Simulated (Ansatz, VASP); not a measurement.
One calculation of W, two programs

INCAR

```
ALGO = Normal ; EDIFF = 1E-6
ENCUT = 520 ; GGA = PE
ISIF = 2 ; ISMEAR = 0
LASPH = T ; LCHARG = F
LREAL = F ; LWAVE = F
NBANDS = 13 ; NELM = 100
PREC = Accurate ; SIGMA = 0.1
```

KPOINTS

```
k-points
0
Gamma
  18 18 18
```

The input POSCAR:

```
W
1.0
    0.0000000000      1.9772976119      1.9772976119
    1.9772976119      0.0000000000      1.9772976119
    1.9772976119      1.9772976119      0.0000000000
W
1
Direct
    0.0000000000      0.0000000000      0.0000000000
```

Input for Ansatz:

```yaml
crystal:
  lattice:
    - [0.0, 1.9772976119, 1.9772976119]
    - [1.9772976119, 0.0, 1.9772976119]
    - [1.9772976119, 1.9772976119, 0.0]
  atoms:
    - { symbol: W, position: [0.0, 0.0, 0.0] }
basis:
  ecutwfc: 420
kpoints:
  mp_grid: { grid: [18, 18, 18] }
hamiltonian:
  xc: pbe
scf:
  occupations: { method: gaussian, width: 0.1 }
output:
  forces: true
  stress: true
  eigenvalues: true
```

Alike in both runs: task single point; functional PBE; k mesh 18 × 18 × 18; occupations gaussian, width 0.1 eV; no spin polarisation.

|  | VASP | Ansatz |
| --- | --- | --- |
| version | VASP 6.6.1 | Ansatz 0.2.0 |
| potentials or method | VASP PAW PBE potentials, release 64 (W_sv) | scalar-relativistic, plane waves, PAW |
| plane-wave cutoff (eV) | 520 | 420 |
| valence electrons in the cell | 14 | 14 |

|  | VASP | Ansatz | Ansatz less VASP |
| --- | --- | --- | --- |
| gap on the k mesh at the Fermi level (eV) | none | none | - |
| pressure (GPa) | 20.5 | 19.7 | -0.80 |

A gap of «none» marks a metal or a gap that the smearing closes.

Caveats: so large a pressure means that the cell lies far from this level's equilibrium, or that cutoff or potentials fall short (VASP). Spin-orbit coupling is left out, which matters for the levels of W.
